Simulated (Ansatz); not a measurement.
**Two Ansatz runs on ZnCu**

The cell is COD entry 9008814, as deposited and not checked against the literature; nothing was relaxed. The listed cell was then made from it by scaling, straining or moving an atom.

First run: DFT, PBE, all-electron PAW with datasets made for the crystal, scalar-relativistic (Ansatz 0.2.0).

Command: `ansatz run input.yaml --threads 1 --pin off --max-ram 2048MiB --backend cpu --events-out ev --progress --plain --runs-dir out` The run took 60 s on 1 thread of Arm Neoverse V1, on a shared host, peak memory 0.96 GiB.

```yaml
crystal:
  lattice:
    - [2.945, 0.0, 0.0]
    - [0.0, 2.945, 0.0]
    - [0.0, 0.0, 2.945]
  atoms:
    - { symbol: Zn, position: [0.5, 0.5, 0.5] }
    - { symbol: Cu, position: [0.0679117148, 0.0, 0.0] }
kpoints:
  mp_grid: { grid: [14, 14, 14] }
scf:
  occupations: { method: fermi_dirac, width: 0.05 }
hamiltonian:
  xc: pbe
  pseudopotentials: { kind: all_electron, datasets: crystal }
output:
  forces: true
  stress: true
  eigenvalues: true
  efg: { contact_densities: true }
```

Result: converged; pressure 4.46 GPa; largest force 0.958 eV/Å; 9 SCF iterations.

A second input differs as follows:

```diff
@@ -11,4 +11,5 @@
 scf:
   occupations: { method: fermi_dirac, width: 0.05 }
+  max_iter: 50
 hamiltonian:
   xc: pbe
@@ -19,3 +20,4 @@
   eigenvalues: true
   efg: { contact_densities: true }
+ecutwfc: 0.3
```

Task: What is wrong with it, and what does the program do?

Result: The fault is a keyword of another program. The run refused before any iteration. The log ends:
```
Error: YAML parse error: error: line 22 column 1: unknown field `ecutwfc`, expected one of crystal, accuracy, basis, kpoints, hamiltonian, magnetization, projection, total_charge, correlation, batch, efield, external_charges, scf, relax, neb, saddle, md, ramp, phonons, dielectric, real_time, elastic, magnetic_configurations, gw, evaluate, workflow, output, checkpoint, execution
  --> <input>:22:1
   |
20 |   eigenvalues: true
21 |   efg: { contact_densities: true }
22 | ecutwfc: 0.3
   | ^ unknown field `ecutwfc`, expected one of crystal, accuracy, basis, kpoints, hamiltonian, magnetization, projection, total_charge, correlation, batch, efield, external_charges, scf, relax, neb, saddle, md, ramp, phonons, dielectric, real_time, elastic, magnetic_configurations, gw, evaluate, workflow, output, checkpoint, execution
```
